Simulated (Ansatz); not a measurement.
# SiC: rigid cleavage

Method: Ansatz, DFT r2SCAN, scalar-relativistic, plane waves, PAW. Cutoff 500 eV, Γ-centred 10×10×2 k-points, Gaussian smearing of 0.05 eV. No spin polarisation. Energies are free energies at this smearing, counted from the undisturbed cell; pressure is positive in compression.

The starting cell (relaxed at this level):

```
CELL_PARAMETERS angstrom
2.17814 -2.17814 0.00000
2.17814 0.00000 -2.17814
8.71258 8.71258 8.71258
ATOMIC_POSITIONS crystal
Si 0.00000 0.00000 0.39580
Si 0.33333 0.33333 0.22913
Si 0.66667 0.66667 0.56247
Si 0.00000 0.00000 0.89580
Si 0.33333 0.33333 0.72913
Si 0.66667 0.66667 0.06247
C 0.66667 0.66667 0.43747
C 0.00000 0.00000 0.27080
C 0.33333 0.33333 0.60413
C 0.66667 0.66667 0.93747
C 0.00000 0.00000 0.77080
C 0.33333 0.33333 0.10413
```

The cut lies on the cell's a–b face, a (1 -1 1) plane (indices in the standard cell, whose axes needn't be the Cartesian ones shown) of area 8.22 Å², between layers 1.89 Å apart. Vector c is lengthened by d along the normal with the atoms' Cartesian places fixed: one unrelaxed cut a cell.

| d (Å) | energy (J/m²) | traction dE/dd (GPa) | gap on the mesh (eV) |
| --- | --- | --- | --- |
| -0.30 | ? | ? | 1.33 |
| -0.15 | 0.47 | -71.1 | 1.59 |
| 0.00 | 0.00 | 0.0 | 1.71 |
| 0.25 | 0.72 | 47.8 | 1.41 |
| 0.50 | ? | ? | 0.96 |
| 0.75 | 3.49 | 53.9 | 0.65 |
| 1.00 | 4.75 | 46.6 | 0.44 |
| 1.50 | 6.68 | 31.0 | 0.18 |
| 2.00 | 7.91 | ? | ? |
| 3.00 | 9.01 | 5.1 | 0.00 |
| 4.50 | 9.28 | 0.4 | 0.00 |
| 6.00 | 9.31 | 0.1 | 0.00 |

Where the gap reads zero the k-mesh, chosen for the insulator, is on the coarse side.

(1) Give the withheld values.

Results:

(1) energy (J/m²) at d (Å) = -0.30: 2.45; traction dE/dd (GPa) at d (Å) = -0.30: -205.8; energy (J/m²) at d (Å) = 0.50: 2.08; traction dE/dd (GPa) at d (Å) = 0.50: 57.5; traction dE/dd (GPa) at d (Å) = 2.00: 18.8; gap on the mesh (eV) at d (Å) = 2.00: 0.03.

Cost: 12 runs of about 5.7 core-minutes in all, on Oxide Virtual Turin-like Processor (Zen 5) (shared hosts).